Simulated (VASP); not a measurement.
Write the native input for VASP 6.6.1 that does the following.

- Task: single point
- Functional: PBE
- Dispersion: D3(BJ)
- Potentials or basis: VASP PAW PBE potentials, release 64 (O, C, H)
- Cutoff: 520 eV
- k mesh: 1 × 1 × 1
- Occupations: fermi-dirac, width 0.02 eV
- Spin: no spin polarisation
- Dipole correction: no
- Further INCAR settings: LREAL = Auto; ALGO = Fast; EDIFF = 1e-07; NBANDS = 98

The structure of H2CO2 lies in POSCAR:

```
H2CO2
1.0
    8.2150030000      0.0000000000      0.0000000000
    0.0000000000      8.2150030000      0.0000000000
    0.0000000000      0.0000000000      8.2150030000
O C H
16 8 16
Direct
    0.6188555257      0.5533777650      0.6788798495
    0.4304563248      0.5535360121      0.8843088676
    0.0760803131      0.4077417866      1.0939131733
   -0.1295799892      0.4847837548      0.9267312501
    0.7367008874     -0.0895921767      0.0222397971
    0.8834445952      0.1071332536      0.1465124237
    0.2083626750     -0.0231040695      0.6215092070
    0.4274618037      0.1390626394      0.6615700566
    0.4483869330      0.5618013773      0.3181861285
    0.6721117448      0.7014604864      0.2378209722
    0.8899448972      0.0792574269      0.6247106666
    0.9953617789      0.2955689730      0.5057210569
    0.2801703176      1.0476685158      1.0266216580
    0.4713084097      1.1636514314      1.1819715708
    0.0445404585      0.6829699271      0.3930856751
    0.1885087565      0.8062808985      0.1965184918
    0.4666583810      0.5474617599      0.7457087965
    0.0078271426      0.5086060224      0.9786728015
    0.7940715299      0.0582836062      0.0372732670
    0.3289712737      0.0897869423      0.5660010106
    0.5379182454      0.6925134416      0.3004381130
    0.8819473347      0.2260985176      0.5686425191
    0.4021301027      1.1466946512      1.0506386912
    0.0868411125      0.8096284323      0.3052829074
    0.7073764915      0.5327447841      0.7615456744
    0.3783565265      0.5387338264      0.6432864358
   -0.0022641501      0.3104563687      1.1058060478
    0.1029092747      0.5976747665      0.9379546179
    0.7579303379     -0.1521484533      0.1211076855
    0.7589163388      0.1317102380     -0.0699938880
    0.2385878617     -0.0278636539      0.7359096521
    0.3049785861      0.1159707428      0.4396955181
    0.5059036497      0.4624952663      0.2770418952
    0.4687886298      0.8022516851      0.3396346903
    0.9965303725      0.0416554930      0.6078756149
    0.7644793313      0.2851368405      0.6160192516
    0.2466706342      0.9880702417      1.1260129789
    0.4160801889      1.2350208515      0.9482163305
    0.0964820098      0.5796589484      0.3648933543
    0.0207668823      0.9137063005      0.3447959788
```

The cell was built by a generator and needn't be a form met in nature.

These files were run (other wordings do the same):

INCAR

```
PREC = Accurate
ENCUT = 520
EDIFF = 1E-7
ISMEAR = -1
SIGMA = 0.02
LREAL = Auto
LASPH = T
NELM = 60
ALGO = Fast
ISIF = 2
LWAVE = F
LCHARG = F
GGA = PE
IVDW = 12
NBANDS = 98
```

KPOINTS

```
Automatic mesh
0
Gamma
  1 1 1
```

Potentials or basis: VASP PAW PBE potentials, release 64 (O, C, H).

Run with:

```bash
$ cat potpaw_PBE.64/O/POTCAR potpaw_PBE.64/C/POTCAR potpaw_PBE.64/H/POTCAR > POTCAR
$ mpirun -np 1 vasp_gam > vasp.out
```

It gave:

```json
{
 "Pressure": "1.0 GPa",
 "Largest force": "3.697 eV/Å",
 "Band gap on the k mesh": "4.32 eV, direct",
 "Dispersion energy per atom": "-0.041 eV"
}
```

Caveat: the standard files for N, O and F lose accuracy on very short bonds.

Wall time 67 s on 1 thread of Intel(R) Xeon(R) Platinum 8488C (Sapphire Rapids) (shared host), peak memory 0.55 GiB.
